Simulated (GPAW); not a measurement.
Crystal: CdSe.

```
CELL_PARAMETERS angstrom
0.00000 3.07027 3.07027
3.07027 0.00000 3.07027
3.07027 3.07027 0.00000
ATOMIC_POSITIONS crystal
Cd 0.00000 0.00000 0.00000
Se 0.25000 0.25000 0.25000
```

Measurements of this composition are mostly on another form, of space group No. 186.

- Program: GPAW 26.7.0
- Task: relaxation of cell and atoms
- Functional: PBEsol
- Potentials or basis: PAW data sets generated in the run's folder for this functional
- Cutoff: 600 eV
- Basis: pw
- k mesh: 8 × 8 × 8
- Occupations: fermi-dirac, width 0.05 eV
- Spin: no spin polarisation

At the start: pressure -1.6 GPa; volume 28.94 Å³/atom.

Q: How do energy, volume and symmetry change on relaxing?

A: Over 3 steps the energy falls by 4.6 meV/atom and the volume is 27.99 Å³/atom (-3.3 %); space group F-43m (No. 216, to 0.05 Å).

The path:
| step | energy change (eV) | largest force (eV/Å) | pressure (GPa) | volume (Å³) |
| --- | --- | --- | --- | --- |
| 1 | 0.0000 | 0.0000 | -1.59 | 57.88 |
| 2 | -0.0032 | 0.0000 | -1.30 | 57.53 |
| 3 | -0.0093 | 0.0000 | 0.06 | 55.97 |

Final structure:
```yaml
crystal:
  lattice:
    - [0.00000, 3.03606, 3.03606]
    - [3.03606, 0.00000, 3.03606]
    - [3.03606, 3.03606, 0.00000]
  atoms:
    - { symbol: Cd, position: [0.00000, 0.00000, 0.00000] }
    - { symbol: Se, position: [0.25000, 0.25000, 0.25000] }
```

Caveat: later steps reuse the first step's grids.
